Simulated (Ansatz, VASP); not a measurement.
## CdS: VASP beside Ansatz

```
Cd S
1.0
     0.00000    2.56369    2.56369
     2.56369    0.00000    2.56369
     2.56369    2.56369    0.00000
Cd S
1 1
Cartesian
  0.0000 0.0000 0.0000
  2.5637 2.5637 2.5637
```

Alike in both runs: functional LDA; k mesh 16 × 16 × 16; occupations fermi-dirac, width 0.08 eV; no spin polarisation.

Ansatz relaxed the structure, and its values are those at the end. VASP's run is a single point on that final structure, the one shown.

|  | VASP | Ansatz |
| --- | --- | --- |
| version | VASP 6.6.1 | Ansatz 0.2.0 |
| potentials or method | VASP PAW LDA potentials, release 64 (Cd, S) | PAW with Ansatz's default frozen-core files, scalar-relativistic |
| plane-wave cutoff (eV) | 520 | 420 |
| valence electrons in the cell | 18 | 26 |

|  | VASP | Ansatz | Ansatz less VASP |
| --- | --- | --- | --- |
| pressure (GPa) | 16.3 | 15.0 | -1.32 |

The two sets of potentials don't hold the same shells in valence.

Caveats: so large a pressure means that the cell lies far from this level's equilibrium, or that cutoff or potentials fall short (VASP).
